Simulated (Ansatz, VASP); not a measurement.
## SiC (V_Si-V_C (Si site 2) axial): VASP beside Ansatz

Aim: how closely do two programs agree when they are given the same cell, functional and k mesh? The cell is taken from a series of runs on this material, whose earlier steps may have relaxed, scaled, displaced or heated it; both programs get it as it stands.

Calculated with Ansatz 0.2.0; plane waves, with VASP 6.6.1 beside it; single point at PBE.

## 1. Set-up

The cell holds 94 atoms: 47 Si and 47 C. Cell: a = 10.718 Å, b = 10.718 Å, c = 10.129 Å, α = 90.0°, β = 90.0°, γ = 120.0°. It derives from SiC (SiC (P6_3mc)). Nearest the centre at fractional (0.667, 0.500, 0.844): Si45 at 2.39 Å, Si35 at 2.40 Å, Si47 at 2.40 Å, C87 at 2.49 Å, C89 at 2.50 Å, C76 at 2.52 Å, C81 at 3.20 Å, Si43 at 3.20 Å.

## 2. Ansatz: single point, PBE, pair 1

Ansatz runs on its NC files.

With cell and atoms fixed, the geometry can't cause a difference; cores, projectors, grids and the points listed under the comparison can.

input.yaml reads:

```yaml
crystal:
  lattice:
    - [9.28241338, 5.35920398, 0.0]
    - [-9.28241348, 5.35920381, 0.0]
    - [0.0, 0.0, 10.12919782]
  atoms:
    - { symbol: Si, position: [0.00024183126, -0.00040849925, 0.50050482343] }
    - { symbol: Si, position: [0.168041705, 0.33401493892, 0.50051963955] }
    - { symbol: Si, position: [0.33417062949, 0.16721911084, 0.50048891978] }
[... 5 atom lines left out ...]
    - { symbol: Si, position: [0.33712435158, 0.33546300502, 0.74791810215] }
    - { symbol: Si, position: [-5.122779e-05, -0.00103599506, 1.00018020923] }
    - { symbol: Si, position: [0.16838511656, 0.33422655012, 1.00023725598] }
    - { symbol: Si, position: [0.33324118998, 0.16650820807, 1.00048707095] }
[... 6 atom lines left out ...]
    - { symbol: C, position: [0.00098727882, 0.33374180477, 0.43796849172] }
[... 2 atom lines left out ...]
    - { symbol: C, position: [0.00035328015, 0.16697080055, 0.93734684006] }
    - { symbol: C, position: [0.16683735161, -0.00015436055, 0.93775982773] }
    - { symbol: C, position: [0.336230408, 0.33355674807, 0.93757102032] }
[... 1 atom line left out ...]
    - { symbol: Si, position: [0.16675973502, 0.83337533321, 0.50051491197] }
[... 1 atom line left out ...]
    - { symbol: Si, position: [0.00100824546, 0.83398945498, 0.24971974672] }
[... 2 atom lines left out ...]
    - { symbol: Si, position: [-0.00229100012, 0.66571668669, 0.74792030548] }
[... 1 atom line left out ...]
    - { symbol: Si, position: [0.33425759076, 0.83383562665, 0.74852796035] }
    - { symbol: Si, position: [0.00155993503, 0.50065253845, 1.00048942922] }
    - { symbol: Si, position: [0.1664152315, 0.83324962027, 1.00023528466] }
    - { symbol: Si, position: [0.33484329299, 0.66641890589, 1.00018512723] }
    - { symbol: C, position: [0.00098562581, 0.50045853102, 0.18720620416] }
[... 1 atom line left out ...]
    - { symbol: C, position: [0.33444990803, 0.66726152559, 0.18661717067] }
[... 1 atom line left out ...]
    - { symbol: C, position: [0.16809676899, 0.83352267564, 0.68749746397] }
    - { symbol: C, position: [0.33490284335, 0.66771180182, 0.68754750256] }
    - { symbol: C, position: [0.00050519793, 0.83346841063, 0.43647136767] }
    - { symbol: C, position: [0.16774786206, 0.66709004733, 0.43802404415] }
    - { symbol: C, position: [0.33429122426, 0.50036431485, 0.43647134794] }
    - { symbol: C, position: [-0.00145288943, 0.66471091044, 0.93757419329] }
    - { symbol: C, position: [0.16796000961, 0.5004063529, 0.93776199305] }
[... 5 atom lines left out ...]
    - { symbol: Si, position: [0.66739782994, 0.16690268287, 0.24954212421] }
[... 5 atom lines left out ...]
    - { symbol: Si, position: [0.66741120176, 0.33454074305, 1.00254489336] }
[... 3 atom lines left out ...]
    - { symbol: C, position: [0.83414936048, 0.16745916517, 0.18661788744] }
[... 1 atom line left out ...]
    - { symbol: C, position: [0.66743629952, 0.32168842579, 0.68235181817] }
[... 3 atom lines left out ...]
    - { symbol: C, position: [0.83399338817, 0.00067621774, 0.43800755425] }
[... 3 atom lines left out ...]
    - { symbol: Si, position: [0.50162588841, 0.50021640346, 0.50363163999] }
[... 1 atom line left out ...]
    - { symbol: Si, position: [0.83316260923, 0.66597320162, 0.50356104297] }
    - { symbol: Si, position: [0.50089369205, 0.83404792966, 0.25016408516] }
[... 1 atom line left out ...]
    - { symbol: Si, position: [0.83475599408, 0.50062587628, 0.25151367241] }
[... 2 atom lines left out ...]
    - { symbol: Si, position: [0.50020593704, 0.49978087209, 1.00174202739] }
[... 1 atom line left out ...]
    - { symbol: Si, position: [0.83460773748, 0.66697917603, 1.00179454991] }
    - { symbol: C, position: [0.5018369532, 0.50032890188, 0.18725195785] }
[... 1 atom line left out ...]
    - { symbol: C, position: [0.83295561828, 0.66588232763, 0.18727324928] }
    - { symbol: C, position: [0.48985779226, 0.49943644305, 0.68391545163] }
    - { symbol: C, position: [0.66739227203, 0.83402610656, 0.68724378886] }
    - { symbol: C, position: [0.84500425309, 0.67700422857, 0.68385509361] }
[... 1 atom line left out ...]
    - { symbol: C, position: [0.66739604614, 0.66694716097, 0.43834893571] }
    - { symbol: C, position: [0.83435899815, 0.50053256577, 0.43801118641] }
    - { symbol: C, position: [0.50343420801, 0.66660826882, 0.93755661781] }
    - { symbol: C, position: [0.8313338976, 0.83052808905, 0.93755906383] }
  symmetry: { detect: false }
basis:
  xc_grid: 2
  ecutwfc: 820
hamiltonian:
  xc: pbe
  pseudopotentials: { kind: nc }
kpoints:
  mp_grid: { grid: [1, 1, 1] }
magnetization:
  spin_polarized: true
  initial_magnetization: 2
  spin_locking: { lock_magnetization: hard }
scf:
  occupations: { method: fermi_dirac, width: 0.01 }
  max_iter: 120
  lower_state_search: "off"
  n_extra_bands: 70
  convergence: { dr2_threshold: "1.0e-12 eV" }
output:
  orbitals: { bands: [v30, c30], seedname: "../cc0.nc1" }
checkpoint:
  read: "../cc0.nc0.run"
  write: "../cc0.nc1.run"
  compress: false
  write_wavefunctions: false
  write_every: 100000
```

Launch:

```console
> ansatz run input.yaml --threads 4 --pin off --max-ram 14131MiB --backend cpu --events-out ev --progress --plain --runs-dir out
```

Numbers of over 12 decimals in the logs are rounded to 6 here.

The program printed:

```text
Warning: basis.ecutwfc = 820 eV is below the records' recommended 1115.666836 eV, and the density's cutoff is lower with it unless basis.ecutrho_ratio is high enough to keep the records' density cutoff: compare with a run at a higher cutoff
Warning: the band count 259 (scf.n_extra_bands) hosts the net moment |M| = 2.0000 μB (N_el = 376) but caps the reachable moment at 2·n_bands − N_el = 142.0000 μB, below the 283 bands that the automatic rule leaves for it — a moment growing past the seed, or the majority channel's smearing tail, pins there with fewer empty majority states than that count leaves; raise or omit scf.n_extra_bands unless the cap is intended
Warning: checkpoint.read: the run can stay near the saved state's solution: 94 site(s) moved relative to the saved geometry (max |Δs| = 1.965e-3 fractional); the SCF starts from the saved state under `checkpoint.density_extrapolation: transplant`, in force with no word given; its orbitals are not used off its sites. A run without `checkpoint.read` takes nothing of the state. A lower free energy from it at the same positions (and U, V and field ramp, if any), with starting moments typed, shows a solution that this start missed, and an equal or higher one rules none out (checkpoint.read, Limitations, in the input reference)
scf.n_extra_bands = 70 over 189 filled bands (N_el = 376.0): the run solves 259 bands
Engine: ansatz 0.2.0, aarch64-unknown-linux-gnu
Pseudopotentials: kind: nc
Pseudopotential: Si, nc, valence charge 4, recommended cutoff 489.804952 eV (normal), Si.nc.azcp
Pseudopotential: C, nc, valence charge 4, recommended cutoff 1115.666836 eV (normal), C.nc.azcp
Functional definition: PBE
  parameter kappa = 0.804
  parameter beta = 0.066725
  exchange = pbe_x(kappa = kappa, mu = beta*pi^2/3)
  correlation = pbe_c(beta = beta)
Crystal: 94 atoms, lattice volume = 1007.781 Å³
Basis set: ecut = 820 eV, 53729 PW (Γ), exchange–correlation on 216×216×192 points (8 copies of the dense FFT grid, shifted against one another)
Bands: 259, of which v1, the nominal top of the filled ones, is band 188 counted from 1 (187 counted from 0)
Symmetry: 1 space group operations
k-points: 1
Non-local potential: Si, projectors of the file, l = 0: 2, l = 1: 2, l = 2: 2
Non-local potential: C, projectors of the file, l = 0: 2, l = 1: 2
Initial density: read from a saved state, or passed on in memory by an earlier SCF of this step, an earlier step, the calling program or the single point that the run made first, carried with its atoms to this geometry
Starting moments: Σ|m| = 2 μB on 94 of 94 sites; this step starts from the density that it was given
Initial wavefunctions: pseudopotential atomic-orbital guess
Functional: x = pbe(κ = 0.804, μ = 0.219515), c = pbe(β = 0.066725)
iter 1 solved again at ethr=6.04e-6 eV; its pass at ethr=3.10e-3 eV (dr2=2.27e-2 eV) is discarded
SCF iter   1: F=—  HF=-13130.189516 eV  |F-HF|=—  |Δ(HF+E_count)|=         —  Δρ=8.87e-4 (↑7.02e-4 ↓8.87e-4)  dr2=2.28e-2  dr2_m=1.41e-3  M=2.000 μB ∫|m|=2.187 μB  β_m=0.30  ethr=6.04e-6  ⟨swp⟩=13.5  Hψ=4519  notcnv=0
preconditioner: auto → Resta (q_TF=auto, 2.315 Å⁻¹)  ε∞=5.2  [insulator: Δε(μ)=1.124 eV  Ē_g=11.054 eV  σ=0.010 eV  W_gap=1.00  n_scr=210 (ndim 8)  ℏωp=22.7 eV  f_vac=0.000  D(μ)=0.00/eV (n_scr^D=0)  ε∞_Penn≈5.2]
spin=Collinear: Resta preconditioning applied to the charge; magnetization (m = ρ↑ − ρ↓) channel mixes plain (no charge-response kernel on spin).
SCF iter   2: F=—  HF=-13130.186695 eV  |F-HF|=—  |Δ(HF+E_count)|=   2.82e-3  Δρ=5.73e-4 (↑4.86e-4 ↓5.73e-4)  dr2=9.27e-3  dr2_m=7.25e-4  M=2.000 μB ∫|m|=2.187 μB  β_m=0.55  ethr=6.04e-6  ⟨swp⟩=2.5  Hψ=607  notcnv=0
SCF iter   3: F=—  HF=-13130.185331 eV  |F-HF|=—  |Δ(HF+E_count)|=   1.36e-3  Δρ=1.57e-4 (↑1.08e-4 ↓1.57e-4)  dr2=4.61e-4  dr2_m=7.47e-5  M=2.000 μB ∫|m|=2.187 μB  β_m=0.60  ethr=2.47e-6  ⟨swp⟩=3.0  Hψ=690  notcnv=0
SCF iter   4: F=—  HF=-13130.185375 eV  |F-HF|=—  |Δ(HF+E_count)|=   4.47e-5  Δρ=5.38e-5 (↑4.73e-5 ↓5.38e-5)  dr2=5.78e-5  dr2_m=1.14e-5  M=2.000 μB ∫|m|=2.187 μB  β_m=0.80  ethr=1.23e-7  ⟨swp⟩=2.5  Hψ=744  notcnv=0
SCF iter   5: F=—  HF=-13130.185431 eV  |F-HF|=—  |Δ(HF+E_count)|=   5.53e-5  Δρ=1.79e-5 (↑1.10e-5 ↓1.79e-5)  dr2=1.15e-5  dr2_m=8.99e-7  M=2.000 μB ∫|m|=2.187 μB  β_m=0.81  ethr=1.54e-8  ⟨swp⟩=3.0  Hψ=764  notcnv=0
SCF iter   6: F=—  HF=-13130.185728 eV  |F-HF|=—  |Δ(HF+E_count)|=   2.98e-4  Δρ=4.80e-6 (↑4.80e-6 ↓4.38e-6)  dr2=7.59e-7  dr2_m=5.72e-8  M=2.000 μB ∫|m|=2.187 μB  β_m=0.91  ethr=3.06e-9  ⟨swp⟩=2.5  Hψ=711  notcnv=0
SCF iter   7: F=—  HF=-13130.185729 eV  |F-HF|=—  |Δ(HF+E_count)|=   2.93e-7  Δρ=1.18e-6 (↑1.14e-6 ↓1.18e-6)  dr2=8.70e-8  dr2_m=1.49e-9  M=2.000 μB ∫|m|=2.187 μB  β_m=0.92  ethr=2.02e-10  ⟨swp⟩=3.0  Hψ=761  notcnv=0
[...]
Free energy (F): -13130.185729 eV
Harris-Foulkes:  -13130.185729 eV  (|F-HF|=1.82e-12)
Internal energy: -13130.185729 eV  (E = F + TS)
E sigma→0 (E₀):  -13130.185729 eV
Fermi energy:    9.916025 (↑ 10.288900, ↓ 9.757745) eV
--- Per-component energies (eV) ---
  E_band       = 1198.554740
  E_kinetic    = 7502.364898
  E_local      = -5467.854682  (includes V_loc(G=0)·N_el)
  E_nonlocal   = 968.271699
  E_hartree    = 1695.367145
  E_xc         = -4813.355284
  E_vxc        = -5194.961468  (∫ρ·V_xc dr)
  E_ewald      = -13014.979505
  E_smearing   = -0.000000  (= −TS)
  E_closure    = -0.000000  (closes the sum)
  Σ components = -13130.185729   (vs F -13130.185729, Δ=0.00e0)
--- Band table (eV) ---
  k-point 0 ↑: bands = [... 184 lower, 8.8728, 8.8738, 8.9744, 9.4877, 9.5088, 11.0680, 11.1079, 11.3425, ... 67 higher]
  k-point 0 ↓: bands = [... 184 lower, 8.9342, 8.9870, 9.1934, 10.3221, 10.4106, 11.0987, 11.1366, 11.3489, ... 67 higher]
```

In the SCF lines HF is the Harris–Foulkes energy and dr2 the Hartree energy of the density residual, in eV; the loop may stop once dr2 is under the threshold and the program's other checks hold. Hψ counts applications of the Hamiltonian.

## 3. VASP: single point, PBE, pair 1

The same cell, functional, mesh and smearing now go to VASP, with its own data sets.

Lines of VASP's logs that name or quote its potential files are left out, and so is its time.

INCAR reads:

```
SYSTEM = SiC
PREC = Accurate
ENCUT = 520
EDIFF = 1E-06
NELM = 200
ISMEAR = -1
SIGMA = 0.01
LREAL = Auto
ALGO = Normal
GGA = PE
NBANDS = 256
ISPIN = 2
MAGMOM = -0 -0 0 -0 -0 -0 0 0 0 0 0 -0 0 -0 -0 0 -0 0 0 0 0 -0 0 0 -0 -0 -0 -0 0 -0 0 0 0 0 0 0 -0 0 -0 -0 -0 -0 0 0 0 -0 0 0 0 0 0.03 0.03 0 0 0 0 -0 0 0 0 0 0 0 0.03 0.03 0.02 0 0.02 0 0 -0 0 -0 0 0.03 0.3 0.03 0 0.02 0 0 0 0 -0 0 -0 0.27 0 0.27 0 0 0 0 0
LORBIT = 11
LWAVE = .FALSE.
LCHARG = .FALSE.
ISIF = 2
NUPDOWN = 2
LASPH = .TRUE.
GGA_COMPAT = .FALSE.
NCORE = 2
```

POSCAR reads:

```
SiC
1.0
    9.2824133794      5.3592039794      0.0000000000
   -9.2824134800      5.3592038053      0.0000000000
    0.0000000000      0.0000000000     10.1291978199
Si C
47 47
Direct
    0.0002418313      0.9995915007      0.5005048234
    0.1680417050      0.3340149389      0.5005196396
    0.3341706295      0.1672191108      0.5004889198
[... 5 atom lines left out ...]
    0.3371243516      0.3354630050      0.7479181021
    0.9999487722      0.9989640049      0.0001802092
    0.1683851166      0.3342265501      0.0002372560
    0.3332411900      0.1665082081      0.0004870709
[... 6 atom lines left out ...]
    0.9977089999      0.6657166867      0.7479203055
[... 2 atom lines left out ...]
    0.0015599350      0.5006525385      0.0004894292
    0.1664152315      0.8332496203      0.0002352847
    0.3348432930      0.6664189059      0.0001851272
[... 1 atom line left out ...]
    0.6674033923      0.3349985543      0.5016424297
[... 1 atom line left out ...]
    0.5000420191      0.3332806556      0.2515160197
[... 2 atom lines left out ...]
    0.5015436879      0.1700821891      0.7482272175
[... 1 atom line left out ...]
    0.8332861175      0.3359211909      0.7482281448
    0.5015701530      0.0019059358      0.0001785480
    0.6674112018      0.3345407430      0.0025448934
    0.8332303743      0.1677268685      0.0001808113
    0.5016258884      0.5002164035      0.5036316400
[... 1 atom line left out ...]
    0.8331626092      0.6659732016      0.5035610430
[... 1 atom line left out ...]
    0.6673881711      0.6674104132      0.2516386617
    0.8347559941      0.5006258763      0.2515136724
    0.5024539756      0.6645083584      0.7479577318
    0.8323076970      0.8294361221      0.7479627061
    0.5002059370      0.4997808721      0.0017420274
    0.6673855705      0.8340166028      0.0004621742
    0.8346077375      0.6669791760      0.0017945499
[... 5 atom lines left out ...]
    0.3330834600      0.1662717016      0.6871671799
[... 5 atom lines left out ...]
    0.3362304080      0.3335567481      0.9375710203
[... 3 atom lines left out ...]
    0.0017326679      0.5005812986      0.6871652550
[... 1 atom line left out ...]
    0.3349028433      0.6677118018      0.6875475026
[... 3 atom lines left out ...]
    0.9985471106      0.6647109104      0.9375741933
[... 3 atom lines left out ...]
    0.6673997453      0.3350280360      0.1877169647
[... 1 atom line left out ...]
    0.5004451009      0.0005797591      0.6874473637
    0.6674362995      0.3216884258      0.6823518182
[... 1 atom line left out ...]
    0.5004476711      0.3335864071      0.4380231490
[... 2 atom lines left out ...]
    0.5011261154      0.1705211358      0.9376357377
[... 1 atom line left out ...]
    0.8336830081      0.3367833775      0.9376347218
    0.5018369532      0.5003289019      0.1872519579
[... 1 atom line left out ...]
    0.8329556183      0.6658823276      0.1872732493
    0.4898577923      0.4994364430      0.6839154516
    0.6673922720      0.8340261066      0.6872437889
    0.8450042531      0.6770042286      0.6838550936
[... 1 atom line left out ...]
    0.6673960461      0.6669471610      0.4383489357
    0.8343589982      0.5005325658      0.4380111864
    0.5034342080      0.6666082688      0.9375566178
    0.8313338976      0.8305280891      0.9375590638
```

KPOINTS reads:

```
Automatic mesh
0
Gamma
1 1 1
0 0 0
```

Potentials, in the order of the species: Si and C (PBE family, release 64).

Launch:

```console
> mpirun -np 8 vasp_gam
```

The program printed:

```text
[banner, memory and clock lines left out]
running    8 mpi-ranks, on    1 nodes
[...]
LDA part: xc-table for (Slater+PW92), standard interpolation
 POSCAR, INCAR and KPOINTS ok, starting setup
[...]
entering main loop
       N       E                     dE             d eps       ncg     rms          rms(c)
DAV:   1     0.224239740751E+04    0.22424E+04   -0.19511E+05  1024   0.140E+03
DAV:   2    -0.531151470607E+03   -0.27735E+04   -0.25940E+04  1328   0.279E+02
DAV:   3    -0.778444553690E+03   -0.24729E+03   -0.24415E+03  1248   0.806E+01
DAV:   4    -0.785093830010E+03   -0.66493E+01   -0.66200E+01  1256   0.147E+01
[...]
DAV:  16    -0.699936673538E+03   -0.43692E-05   -0.80554E-06  1184   0.543E-03    0.631E-03
DAV:  17    -0.699936675897E+03   -0.23585E-05   -0.24199E-06   832   0.308E-03    0.274E-03
DAV:  18    -0.699936676796E+03   -0.89914E-06   -0.52163E-07   608   0.146E-03
   1 F= -.69993668E+03 E0= -.69993668E+03  d E =-.326965E-12  mag=     2.0000
```

OUTCAR, selected parts (step 3):

```text
  FREE ENERGIE OF THE ION-ELECTRON SYSTEM (eV)
  ---------------------------------------------------
  free  energy   TOTEN  =      -699.9366767957 eV

  energy  without entropy=     -699.9366767957  energy(sigma->0) =     -699.93667680

 magnetization (x)
# of ion       s       p       d       tot
------------------------------------------
    1       -0.000  -0.000   0.000  -0.001
    2       -0.000  -0.000   0.000  -0.001
    3       -0.000   0.000   0.000  -0.000
    4       -0.000   0.000   0.000  -0.000
    5       -0.000   0.000   0.000  -0.000
    6       -0.000   0.000   0.000  -0.000
    7       -0.001   0.006   0.000   0.005
    8       -0.000   0.001   0.000   0.000
    9       -0.001  -0.002   0.000  -0.003
   10        0.000   0.001   0.000   0.001
   11        0.000   0.001   0.000   0.001
   12       -0.000   0.000   0.000  -0.000
   13       -0.000   0.000   0.000  -0.000
[...]
--------------------------------------------------
tot          0.071   0.943   0.000   1.014
```

The run ends at a pressure of -0.39 GPa, with forces up to 0.41 eV/Å.

## 4. Differences

Known differences besides the potentials themselves: VASP starts from the moments at which Ansatz ended; the cutoff is 820 eV in Ansatz and 520 eV in VASP (PREC = Accurate, projectors in real space); site moments are counted in spheres of each program's own size; Ansatz's log warns that its cutoff lies below the recommended one. Total energies have different zeros and are not compared.

Both answers:

```tsv
quantity	Ansatz	VASP	difference
total moment, fixed by the input (μB)	2.00	2.00	0.00
moment on C76 (μB)	0.30	0.28	+0.02
moment on C89 (μB)	0.27	0.25	+0.02
moment on C87 (μB)	0.27	0.25	+0.02
```

(Continued in part 2 of 3.)

[Lines on the potential files, build, host, timing and source positions are cut from VASP's logs without a mark.]

[Logs are printed without paths, hosts, clocks, repeated set-up lines and the standing remarks that a program may print on its own settings, such as how far it seeks lower states.]

[Hosts, paths, dates, database ids (printed as entryN), source tags and the programs' standing remarks are cut or masked in the printed files.]
